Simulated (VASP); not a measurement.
A run of VASP 6.6.1 is set up as follows.

Contents of INCAR:

```
SYSTEM = InP
PREC = Accurate
ENCUT = 600
EDIFF = 1E-6
ISMEAR = 0
SIGMA = 0.03
LREAL = .FALSE.
LASPH = .TRUE.
NELM = 80
ALGO = Normal
ISIF = 3
LWAVE = .FALSE.
LCHARG = .FALSE.
GGA = PE
IBRION = 2
NSW = 90
EDIFFG = -0.01
```

KPOINTS

```
Automatic mesh
0
G
  8 8 8
  0 0 0
```

File POSCAR:

```
InP
1.0
    0.0000000000      2.9305000000      2.9305000000
    2.9305000000      0.0000000000      2.9305000000
    2.9305000000      2.9305000000      0.0000000000
In P
1 1
Direct
    0.0000000000      0.0000000000      0.0000000000
    0.2500000000      0.2500000000      0.2500000000
```

Potentials or basis: VASP PAW PBE potentials, release 64 (In_d, P).

Command:

```bash
$ cat potpaw_PBE.64/In_d/POTCAR potpaw_PBE.64/P/POTCAR > POTCAR
$ mpirun -np 1 vasp_std > vasp.out
```

Q: What does it give for the band gap on the k mesh?

A: 0.44 eV, direct.

Q: Predict the relaxed cell.

A: a = 4.213 Å, b = 4.213 Å, c = 4.213 Å, α = 60.00°, β = 60.00°, γ = 60.00°.

Final structure:
```
CELL_PARAMETERS angstrom
0.00000 2.97915 2.97915
2.97915 0.00000 2.97915
2.97915 2.97915 0.00000
ATOMIC_POSITIONS crystal
In 0.00000 0.00000 0.00000
P 0.25000 0.25000 0.25000
```

Caveat: spin-orbit coupling is left out, which moves the levels of the heavy elements. Zero-point motion and thermal expansion aren't in these numbers.
